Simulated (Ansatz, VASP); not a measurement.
Ir in VASP and in Ansatz

Contents of INCAR:

```
PREC = Accurate
ENCUT = 520
EDIFF = 1E-7
ISMEAR = -1
SIGMA = 0.05
LREAL = F
LASPH = T
NELM = 80
ALGO = Normal
ISIF = 2
LWAVE = F
LCHARG = F
GGA = PE
NBANDS = 16
```

File KPOINTS:

```
regular mesh
0
Gamma
  11 11 6
```

POSCAR

```
Ir
1.0
    2.8053401807      0.0000000000      0.0000000000
   -1.4026700903      2.4294958627      0.0000000000
    0.0000000000      0.0000000000      4.5498081014
Ir
2
Direct
    0.3333333333      0.6666666667      0.2500000000
    0.6666666667      0.3333333333      0.7500000000
```

Contents of input.yaml:

```yaml
crystal:
  lattice:
    - [2.8053401807, 0.0, 0.0]
    - [-1.4026700903, 2.4294958627, 0.0]
    - [0.0, 0.0, 4.5498081014]
  atoms:
    - { symbol: Ir, position: [0.3333333333, 0.6666666667, 0.25] }
    - { symbol: Ir, position: [0.6666666667, 0.3333333333, 0.75] }
hamiltonian:
  xc: pbe
  pseudopotentials: { kind: paw }
kpoints:
  mp_grid: { grid: [11, 11, 6] }
scf:
  occupations: { method: fermi_dirac, width: 0.05 }
output:
  forces: true
  stress: true
  eigenvalues: true
```

Change from the starting cell: volume scaled by 1.06.

Alike in both runs: task single point; functional PBE; k mesh 11 × 11 × 6; occupations fermi-dirac, width 0.05 eV; no spin polarisation.

|  | VASP | Ansatz |
| --- | --- | --- |
| version | VASP 6.6.1 | Ansatz 0.2.0 |
| potentials or method | VASP PAW PBE potentials, release 64 (Ir) | Ansatz PAW |
| plane-wave cutoff (eV) | 520 | 420 |
| valence electrons in the cell | 18 | 34 |

Ansatz gave:

- gap on the k mesh at the Fermi level (eV): none
- pressure (GPa): -18.2
- largest component of the traceless stress (GPa): 0.52

Question: Which values does VASP return?

Answer: gap on the k mesh at the Fermi level (eV): none; pressure (GPa): -17.9; largest component of the traceless stress (GPa): 0.47.

A gap of «none» marks a metal or a gap that the smearing closes. The two sets of potentials don't hold the same shells in valence.

Spin-orbit coupling is left out, which matters for the levels of Ir.
